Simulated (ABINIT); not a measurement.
Crystal: Pt.

```xyz
1
Lattice="-1.5842 1.5842 1.5842 1.5842 -1.5842 1.5842 1.5842 1.5842 -1.5842" Properties=species:S:1:pos:R:3 pbc="T T T"
Pt    0.0000    0.0000    0.0000
```

This isn't the form of Pt at room conditions, which is fcc.

Base run:

* Program: ABINIT 10.8.3 (patched build)
* Functional: PBEsol
* Potentials or basis: PseudoDojo NC SR PBEsol v0.4.1 standard
* Cutoff: 1034 eV
* k mesh: 16 × 16 × 16, with 2 shifts
* Occupations: fermi-dirac, width 0.136 eV
* Spin: no spin polarisation

Its results: pressure -11.7 GPa.

Task: The run is repeated on the same cell with these changes: k mesh from 16 × 16 × 16, with 2 shifts to 9 × 9 × 9; occupations from fermi-dirac, width 0.136 eV to fermi-dirac, width 0.05 eV. What comes out?

Result: Pressure -12.8 GPa.
